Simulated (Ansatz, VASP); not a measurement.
**P: VASP beside Ansatz**

```
CELL_PARAMETERS angstrom
4.27290 0.00000 0.00000
0.00000 4.27290 0.00000
0.00000 0.00000 4.37800
ATOMIC_POSITIONS crystal
P 0.00000 0.00000 0.00000
```

This isn't the form of P at room conditions, which is orthorhombic.

Alike in both runs: task single point; functional PBEsol; k mesh 12 × 12 × 12; occupations gaussian, width 0.15 eV; no spin polarisation.

```csv
,VASP,Ansatz
version,VASP 6.6.1,Ansatz 0.2.0
potentials or method,"VASP PAW PBE potentials, release 64 (P)","scalar-relativistic, plane waves, PAW"
plane-wave cutoff (eV),520,420
valence electrons in the cell,5,5
```

Ansatz gave:

| Item | Value |
| --- | --- |
| gap on the k mesh at the Fermi level (eV) | none |
| pressure (GPa) | -3.8 |
| largest component of the traceless stress (GPa) | 0.28 |

Problem. Estimate VASP's values.

Solution. gap on the k mesh at the Fermi level (eV): none; pressure (GPa): -3.9; largest component of the traceless stress (GPa): 0.28.

A gap of «none» marks a metal or a gap that the smearing closes.

Caveats: the PAW data sets were made with another functional, which shifts forces and pressure a little (VASP).
